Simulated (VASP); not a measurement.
# Pd (Im-3m) in VASP: single point with PBE

Aim: the single point of Pd with PBE.

All numbers are computed with VASP 6.6.1; they aren't measurements. Logs are shortened: lines on timing, memory, paths and dates and some standing lists are left out, and cuts for length are marked.

### Step 1. The cell of the first run

It takes space group Im-3m (No. 229, cubic). The conventional cell has a = 3.145 Å, b = 3.145 Å, c = 3.145 Å, α = 90.00°, β = 90.00°, γ = 90.00°. Pd (site symmetry m-3m) has 8 Pd at 2.72 Å as nearest neighbours.

This isn't the form of Pd at room conditions, which is fcc.

### Step 2. Single point, PBE (the cell as VASP's run set it)

File INCAR:

```
  PREC = Accurate
  ENCUT = 520
  EDIFF = 1E-6
  ISMEAR = 0
  SIGMA = 0.02
  LREAL = F
  LASPH = T
  NELM = 100
  ALGO = Normal
  ISIF = 2
  LWAVE = F
  LCHARG = F
  GGA = PE
  NBANDS = 11
```

File KPOINTS:

```
Automatic mesh
0
Gamma
  12 12 12
```

File POSCAR:

```
Pd
1.0
    2.7232705800      0.0000000000      0.0000000000
   -0.9077568598      2.5675241256      0.0000000000
   -0.9077568598     -1.2837620624      2.2235411178
Pd
1
Direct
    0.0000000000      0.0000000000      0.0000000000
```

Potentials or basis: VASP PAW PBE potentials, release 64 (Pd).

Run with:

```sh
cat potpaw_PBE.64/Pd/POTCAR > POTCAR
mpirun -np 1 vasp_std > vasp.out
```

OUTCAR:

```text
PREC = Accurate
   ENCUT = 520
   EDIFF = 1E-6
   ISMEAR = 0
   LREAL = F
   LASPH = T
   NELM = 100
   ISIF = 2
   GGA = PE

 ion  position               nearest neighbor table
   1  0.000  0.000  0.000-

  LATTYP: Found a body centered cubic cell.
 ALAT       =     3.1445620049

  Lattice vectors:

 A1 = (   2.7232705800,   0.0000000000,   0.0000000000)
 A2 = (  -0.9077568598,   2.5675241256,   0.0000000000)
 A3 = (  -0.9077568598,  -1.2837620624,   2.2235411178)

Analysis of symmetry for initial positions (statically):
=====================================================================
 Subroutine PRICEL returns:
 Original cell was already a primitive cell.

 Routine SETGRP: Setting up the symmetry group for a
 body centered cubic supercell.

 Subroutine GETGRP returns: Found 48 space group operations
 (whereof 48 operations were pure point group operations)
 out of a pool of 48 trial point group operations.

The static configuration has the point symmetry O_h .

Analysis of symmetry for dynamics (positions and initial velocities):
=====================================================================
 Subroutine PRICEL returns:
 Original cell was already a primitive cell.

 Routine SETGRP: Setting up the symmetry group for a
 body centered cubic supercell.

 Subroutine GETGRP returns: Found 48 space group operations
 (whereof 48 operations were pure point group operations)
 out of a pool of 48 trial point group operations.

The dynamic configuration has the point symmetry O_h .

 Subroutine INISYM returns: Found 48 space group operations
 (whereof 48 operations are pure point group operations),
 and found     1 'primitive' translations

----------------------------------------------------------------------------------------

                                     Primitive cell

  volume of cell :      15.5471

  direct lattice vectors                    reciprocal lattice vectors
     2.723270580  0.000000000  0.000000000     0.367205524  0.129826758  0.224866541
    -0.907756860  2.567524126  0.000000000     0.000000000  0.389480274  0.224866541
    -0.907756860 -1.283762062  2.223541118     0.000000000  0.000000000  0.449733082

  length of vectors
     2.723270580  2.723270580  2.723270580     0.449733082  0.449733082  0.449733082

  position of ions in fractional coordinates (direct lattice)
     0.000000000  0.000000000  0.000000000

  ion indices of the primitive-cell ions
   primitive index   ion index
[... 79 lines left out ...]
   ISIF   =      2    stress and relaxation
   ISYM   =      2    0-nonsym 1-usesym 2-fastsym
   POTIM  = 0.5000    time-step for ionic-motion
   TEBEG  =    0.0;   TEEND  =   0.0 temperature during run
   PSTRESS=    0.0 pullay stress
   NELECT =      10.0000    total number of electrons
   NUPDOWN=      -1.0000    fix difference up-down
   EMIN   =  10.00;   EMAX   =-10.00  energy-range for DOS
   EFERMI =   0.00;   METHOD = LEGACY
   ISMEAR =     0;   SIGMA  =   0.02  broadening in eV -4-tet -1-fermi 0-gaus
   EFERMI_NEDOS =   21; number of points for ismear=-14 and -15
   IALGO  =     38    algorithm
   IMIX   =      4    mixing-type and parameters
     AMIX     =   0.40;   BMIX     =  1.00
     AMIX_MAG =   1.60;   BMIX_MAG =  1.00
  volume/ion in A,a.u.               =      15.55       104.92
  Fermi-wavevector in a.u.,A,eV,Ry     =   1.413160  2.670485 27.171122  1.997021
  Thomas-Fermi vector in A             =   2.534834
   LORBIT       =      0    0 simple, 1 ext, 2 COOP (PROOUT), +10 PAW based schemes
   GGA     = PE    functional components
   LHFCALC =     F    Hartree Fock is set to
   AEXX    =    0.0000 exact exchange contribution
   IVDW    =     0    specifies the selected vdW correction
   LEPSILON=     F    determine dielectric tensor
   LRPA    =     F    only Hartree local field effects (RPA)
 non-spin polarized calculation
 Gauss-broadening in eV      SIGMA  =   0.02
  energy-cutoff  :      520.00
  volume of cell :       15.55
 maximum number of plane-waves:       430
   NGX = 11   NGY = 11   NGZ = 11

 number of electron      10.0000005 magnetization

 Free energy of the ion-electron system (eV)
  ---------------------------------------------------
  ext. energy  EPLUGINS =         0.00000000
  ---------------------------------------------------
  free energy    TOTEN  =        -5.17530127 eV

  energy without entropy =       -5.17479059  energy(sigma->0) =       -5.17504593

 E-fermi :   8.8839     XC(G=0): -12.8541

 val. band max:        8.8783324411   @ k =  -0.4167   0.4167   0.3333
 cond. band min:       8.8888547345   @ k =  -0.4167   0.4167   0.4167
 fundamental gap:      0.0105222934
 Fermi energy:         8.8838681235

 k-point     1 :       0.0000    0.0000    0.0000
  band No.  band energies     occupation
      1       2.1889      2.00000
      2       6.1908      2.00000
      3       6.1908      2.00000
      4       6.1908      2.00000
      5       8.0313      2.00000
      6       8.0313      2.00000
      7      28.1922      0.00000
      8      28.1922      0.00000
      9      28.1922      0.00000
     10      36.1421      0.00000
     11      36.2088      0.00000
[... 309 lines left out ...]
 k-point    24 :       0.4167    0.0833    0.0833
  band No.  band energies     occupation
      1       4.3710      2.00000
      2       5.0871      2.00000
      3       7.9239      2.00000
      4       8.0374      2.00000
      5       8.2557      2.00000
      6      12.4233      0.00000
      7      16.4286      0.00000
      8      23.1998      0.00000
      9      23.9695      0.00000
     10      32.9727      0.00000
     11      35.4068      0.00000

 [... further k-points ...]

------------------------ aborting loop because EDIFF is reached ----------------------------------------

  FORCE on cell =-STRESS in cart. coord.  units (eV):
  Direction    XX          YY          ZZ          XY          YZ          ZX
  --------------------------------------------------------------------------------------
  -------------------------------------------------------------------------------------
  Total       -0.1482657     -0.1482657     -0.1482657     -0.0000000     -0.0000000     -0.0000000
  in kB      -15.2792031    -15.2792031    -15.2792031     -0.0000000     -0.0000000     -0.0000000
  external PRESSURE =     -15.2792031 kB  Pullay stress =       0.0000000 kB

 VOLUME and BASIS-vectors are now :
 -----------------------------------------------------------------------------
  energy-cutoff  :      520.00
  volume of cell :       15.55
      direct lattice vectors                 reciprocal lattice vectors
     2.723270580  0.000000000  0.000000000     0.367205524  0.129826758  0.224866541
    -0.907756860  2.567524126  0.000000000     0.000000000  0.389480274  0.224866541
    -0.907756860 -1.283762062  2.223541118     0.000000000  0.000000000  0.449733082

 POSITION                                       TOTAL-FORCE (eV/Angst)
 -----------------------------------------------------------------------------------
      0.00000      0.00000      0.00000         0.000000      0.000000      0.000000
 -----------------------------------------------------------------------------------
    total drift:                               -0.000000      0.000000      0.000000

  FREE ENERGIE OF THE ION-ELECTRON SYSTEM (eV)
  ---------------------------------------------------
  free  energy   TOTEN  =        -5.1753012743 eV

  energy  without entropy=       -5.1747905859  energy(sigma->0) =       -5.17504593
```

OSZICAR:

```text
N       E                     dE             d eps       ncg     rms          rms(c)
DAV:   1     0.423388505341E+02    0.42339E+02   -0.50685E+03  1600   0.841E+02
DAV:   2    -0.484277133686E+01   -0.47182E+02   -0.45761E+02  1777   0.182E+02
DAV:   3    -0.542604385395E+01   -0.58327E+00   -0.58098E+00  1910   0.215E+01
DAV:   4    -0.542871125337E+01   -0.26674E-02   -0.26671E-02  1910   0.155E+00
DAV:   5    -0.542874211609E+01   -0.30863E-04   -0.30863E-04  2068   0.148E-01    0.657E+00
DAV:   6    -0.518578733464E+01    0.24295E+00   -0.10699E+00  1929   0.827E+00    0.322E+00
DAV:   7    -0.517832647013E+01    0.74609E-02   -0.63404E-03  1969   0.653E-01    0.177E+00
DAV:   8    -0.517529680048E+01    0.30297E-02   -0.95223E-04  1944   0.215E-01    0.485E-02
DAV:   9    -0.517529782436E+01   -0.10239E-05   -0.73347E-06  2022   0.237E-02    0.112E-02
DAV:  10    -0.517530129357E+01   -0.34692E-05   -0.13611E-06  1946   0.112E-02    0.694E-04
DAV:  11    -0.517530127429E+01    0.19274E-07   -0.44047E-08  1215   0.171E-03
   1 F= -.51753013E+01 E0= -.51750459E+01  d E =-.510688E-03
```

stdout:

```text
POSCAR found type information on POSCAR Pd
 POSCAR found :  1 types and       1 ions
 scaLAPACK will be used
 LDA part: xc-table for (Slater+PW92), standard interpolation
 POSCAR, INCAR and KPOINTS ok, starting setup
 FFT: planning ... GRIDC
 FFT: planning ... GRID_SOFT
 FFT: planning ... GRID
 WAVECAR not read
 entering main loop
```

It took 8.8 s on 1 thread of Intel Xeon Platinum 8488C (Sapphire Rapids), shared host; peak memory 0.12 GiB.

What came out:

| Quantity | Value |
| --- | --- |
| Free energy | -5.1753 eV |
| Pressure | -1.5 GPa |
| Band gap on the k mesh | none (metal or under the smearing width) |
